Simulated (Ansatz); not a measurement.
## Hg: pressure against volume

Hg, P6_3/mmc, a = 3.352 Å, c = 5.286 Å. This isn't the element's structure at ambient conditions. Ansatz: PBE+D3(BJ), PAW, 420 eV, Γ-centred 15×15×8 mesh on 2 atoms, Gaussian smearing 0.10 eV; no spin polarisation. Shape and atoms are relaxed at each volume; pressure is positive in compression.

```tsv
V (Å³/atom)	P (GPa)
22.635	?
23.407	2.35
24.179	1.34
24.950	0.65
25.722	-0.01
26.494	-0.53
27.265	-0.78
28.294	-1.04
```

Task: Take V0 = 25.722 Å³/atom, count pressures from its P0 = -0.01 GPa, fit the third-order Birch–Murnaghan form to the other rows, and predict the missing pressure.

Result: With the Eulerian strain f = ½[(V0/V)^(2/3) − 1] and y = (P − P0)/[3f(1 + 2f)^(5/2)], the form is the line y = B0 + 1.5 B0 (B0′ − 4) f. Rows (f, y): 0.03245, 20.72; 0.02105, 19.28; 0.01026, 20.38; -0.00976, 18.66; -0.01905, 14.85; -0.03078, 13.07. Means f = 0.0006950, y = 17.827; Σ(Δf)² = 0.003004, ΣΔfΔy = 0.3457; the slope is their ratio. y = 17.75 + 115.1 f GPa, so B0 = 17.8 GPa and B0′ = 4 + 2 × (115.1)/(3 × 17.75) = 8.32. At V = 22.635, f = 0.04449, y = 22.871 and P = 3.77 GPa. The run gave 3.52 GPa, so the fit is 0.25 GPa too high, 5.5 % of the span of the series, against an rms of 0.07 GPa on the fitted rows. The row lies outside the fitted range. A fourth-order term fitted to the same rows gives P = 3.17 GPa at this row's volume (the line 3.77, the run 3.52), no gain. A B0′ outside 2 to 8 is unusual except in layered or molecular crystals, and here it hangs on few rows.

Spin–orbit coupling is left out, which can shift energies with elements as heavy as these.